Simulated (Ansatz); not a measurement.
**Molecular dynamics of Li**

Input file:

```yaml
crystal:
  lattice:
    - [7.094447, 0.0, 0.0]
    - [0.0, 7.094447, 0.0]
    - [0.0, 0.0, 7.094447]
  atoms:
    - { symbol: Li, position: [-0.04366341, -0.00556782, -0.00085435] }
    - { symbol: Li, position: [0.47453146, -0.04551537, -0.02732385] }
    - { symbol: Li, position: [-0.02630235, 0.51967032, 0.04542087] }
    - { symbol: Li, position: [-0.01420481, 0.04041573, 0.53880243] }
    - { symbol: Li, position: [0.27110802, 0.19917835, 0.25342374] }
    - { symbol: Li, position: [0.57718823, 0.52791714, -0.03743445] }
    - { symbol: Li, position: [0.43627003, 0.06834076, 0.56637687] }
    - { symbol: Li, position: [0.6513371, 0.20315568, 0.23024752] }
    - { symbol: Li, position: [0.02661308, 0.44253756, 0.45502505] }
    - { symbol: Li, position: [0.2274168, 0.78156602, 0.29621339] }
    - { symbol: Li, position: [0.25027392, 0.28685548, 0.77145306] }
    - { symbol: Li, position: [0.52966713, 0.51382943, 0.47984814] }
    - { symbol: Li, position: [0.72339132, 0.8245775, 0.30019499] }
    - { symbol: Li, position: [0.76022218, 0.26393918, 0.72784291] }
    - { symbol: Li, position: [0.18217737, 0.77587133, 0.70998426] }
    - { symbol: Li, position: [0.80342536, 0.77317873, 0.69018003] }
basis:
  ecutwfc: 420.0
kpoints:
  mp_grid: { grid: [3, 3, 3] }
hamiltonian:
  xc: pbe
  dispersion: d3bj
scf:
  occupations: { method: fermi_dirac, width: 0.1 }
  lower_state_search: "off"
md:
  timestep: 1
  n_steps: 80
  ensemble: npt_langevin
  temperature: 630.0
  initial_velocities: maxwell_boltzmann
  seed: 884159
  friction: 0.05
  pressure: 1.0
  fix_cell: [shape]
```

Command:

```bash
$ ansatz run input.yaml --threads 1 --pin off --max-ram 3072MiB --backend cpu --events-out ev --progress --plain --runs-dir out
```

It goes on from the last frame of an earlier run, with new velocities.

Output, in part (step lines):

```
md step     0: t =     0.00 fs  T =   590.6 K  F+E_penalty+E_count = -3276.34106637 eV  E_kin = 1.221507 eV  conserved = -3273.21000052 eV  P_inst = -1.2769 GPa  V = 357.0719 Å³  selection 1  (9 SCF iters)
md step     1: t =     1.00 fs  T =   584.5 K  F+E_penalty+E_count = -3276.33885942 eV  E_kin = 1.208921 eV  conserved = -3273.20994112 eV  P_inst = -1.2769 GPa  V = 357.0396 Å³  selection 1  (5 SCF iters)
md step     2: t =     2.00 fs  T =   556.6 K  F+E_penalty+E_count = -3276.33371631 eV  E_kin = 1.151046 eV  conserved = -3273.20988889 eV  P_inst = -1.2868 GPa  V = 356.8807 Å³  selection 1  (5 SCF iters)
md step     3: t =     3.00 fs  T =   521.9 K  F+E_penalty+E_count = -3276.32805775 eV  E_kin = 1.079363 eV  conserved = -3273.20988919 eV  P_inst = -1.2934 GPa  V = 356.4268 Å³  selection 1  (5 SCF iters)
md step     4: t =     4.00 fs  T =   479.6 K  F+E_penalty+E_count = -3276.31879395 eV  E_kin = 0.991976 eV  conserved = -3273.20983901 eV  P_inst = -1.2930 GPa  V = 355.6657 Å³  selection 1  (5 SCF iters)
md step     5: t =     5.00 fs  T =   537.5 K  F+E_penalty+E_count = -3276.30536465 eV  E_kin = 1.111705 eV  conserved = -3273.20987419 eV  P_inst = -1.2217 GPa  V = 354.7145 Å³  selection 1  (5 SCF iters)
md step     6: t =     6.00 fs  T =   477.0 K  F+E_penalty+E_count = -3276.29434687 eV  E_kin = 0.986451 eV  conserved = -3273.20980729 eV  P_inst = -1.2239 GPa  V = 353.6856 Å³  selection 1  (5 SCF iters)
md step     7: t =     7.00 fs  T =   444.3 K  F+E_penalty+E_count = -3276.29019095 eV  E_kin = 0.918845 eV  conserved = -3273.20968913 eV  P_inst = -1.2109 GPa  V = 352.6009 Å³  selection 1  (5 SCF iters)
[... lines left out ...]
```

The steps, from the saved trajectory:

| time (fs) | T (K) | potential energy less start (eV) | conserved less start (meV/atom) | P (GPa) | volume (Å³) |
| --- | --- | --- | --- | --- | --- |
| 0.0 | 591 | 0.000 | 0.00 | -1.3 | 357.1 |
| 2.0 | 557 | 0.007 | 0.01 | -1.3 | 356.9 |
| 4.0 | 480 | 0.022 | 0.01 | -1.3 | 355.7 |
| 6.0 | 477 | 0.047 | 0.01 | -1.2 | 353.7 |
| 8.0 | 485 | 0.052 | 0.02 | -1.2 | 351.5 |
| 10.0 | 395 | 0.069 | 0.03 | -1.1 | 349.2 |
| 12.0 | 455 | 0.067 | 0.02 | -1.0 | 346.6 |
| 14.0 | 407 | 0.059 | 0.02 | -1.0 | 344.1 |
| 16.0 | 472 | 0.036 | 0.02 | -0.9 | 342.0 |
| 18.0 | 466 | 0.001 | 0.02 | -0.8 | 340.2 |
| 20.0 | 525 | -0.030 | 0.01 | -0.8 | 338.3 |
| 22.0 | 556 | -0.071 | 0.01 | -0.7 | 336.8 |
| 24.0 | 619 | -0.124 | 0.01 | -0.7 | 335.8 |
| 26.0 | 619 | -0.179 | 0.00 | -0.7 | 334.7 |
| 28.0 | 695 | -0.203 | -0.01 | -0.6 | 333.6 |
| 30.0 | 678 | -0.195 | 0.00 | -0.6 | 332.5 |
| 32.0 | 595 | -0.184 | 0.01 | -0.6 | 331.4 |
| 34.0 | 672 | -0.176 | 0.01 | -0.5 | 330.8 |
| 36.0 | 585 | -0.173 | 0.02 | -0.6 | 330.4 |
| 38.0 | 426 | -0.191 | 0.03 | -0.7 | 329.6 |
| 40.0 | 491 | -0.202 | 0.01 | -0.6 | 328.6 |
| 42.0 | 585 | -0.207 | 0.01 | -0.5 | 327.1 |
| 44.0 | 621 | -0.211 | 0.00 | -0.4 | 325.7 |
| 46.0 | 507 | -0.205 | 0.02 | -0.4 | 324.3 |
| 48.0 | 409 | -0.215 | 0.03 | -0.4 | 323.1 |
| 50.0 | 452 | -0.205 | 0.02 | -0.4 | 321.8 |
| 52.0 | 429 | -0.205 | 0.02 | -0.3 | 320.7 |
| 54.0 | 501 | -0.220 | 0.02 | -0.2 | 318.8 |
| 56.0 | 489 | -0.239 | 0.02 | -0.2 | 316.8 |
| 58.0 | 615 | -0.267 | 0.01 | 0.0 | 315.0 |
| 60.0 | 755 | -0.289 | 0.01 | 0.1 | 313.7 |
| 62.0 | 826 | -0.327 | 0.00 | 0.1 | 313.2 |
| 64.0 | 845 | -0.348 | 0.00 | 0.1 | 313.2 |
| 66.0 | 936 | -0.338 | -0.01 | 0.2 | 313.2 |
| 68.0 | 884 | -0.308 | -0.01 | 0.1 | 313.3 |
| 70.0 | 900 | -0.280 | 0.00 | 0.1 | 313.4 |
| 72.0 | 837 | -0.257 | 0.00 | 0.1 | 313.2 |
| 74.0 | 851 | -0.237 | 0.00 | 0.2 | 312.7 |
| 76.0 | 902 | -0.220 | -0.01 | 0.3 | 312.1 |
| 78.0 | 938 | -0.212 | -0.02 | 0.4 | 311.1 |
| 80.0 | 873 | -0.193 | -0.01 | 0.4 | 310.1 |

The run went to its last step. The conserved energy stayed within 0.026 meV per atom of its start (net change -0.011 meV per atom), so the integration is sound. The mean temperature of the second half is 11 % above the set value. A run of 0.08 ps of so small a system gives no equilibrium averages. Limits of this set-up: coarse k mesh. The cell's volume went from 357 to 310 Å³.

Mean squared displacements from the first frame to the last, about the centre of mass, the cell's change included: Li 0.42 Å².

Last frame:

```xyz
16
Lattice="6.7690 0.0000 0.0000 0.0000 6.7690 0.0000 0.0000 0.0000 6.7690" Properties=species:S:1:pos:R:3
Li -0.052 0.013 -0.363
Li 2.812 -0.388 -0.163
Li 0.123 3.675 0.139
Li -0.346 0.521 3.474
Li 1.807 1.960 1.536
Li 3.452 3.616 -0.051
Li 3.237 -0.076 2.994
Li 5.125 1.619 1.422
Li -0.407 3.125 3.025
Li 1.027 5.785 1.720
Li 1.708 1.860 5.317
Li 2.988 3.569 2.983
Li 4.744 5.208 1.561
Li 4.476 1.491 4.941
Li 1.766 4.867 5.156
Li 5.147 4.662 5.027
```

The run took 15 min on 1 thread of Arm Neoverse V2, with other jobs on the host, peak memory 0.78 GiB.
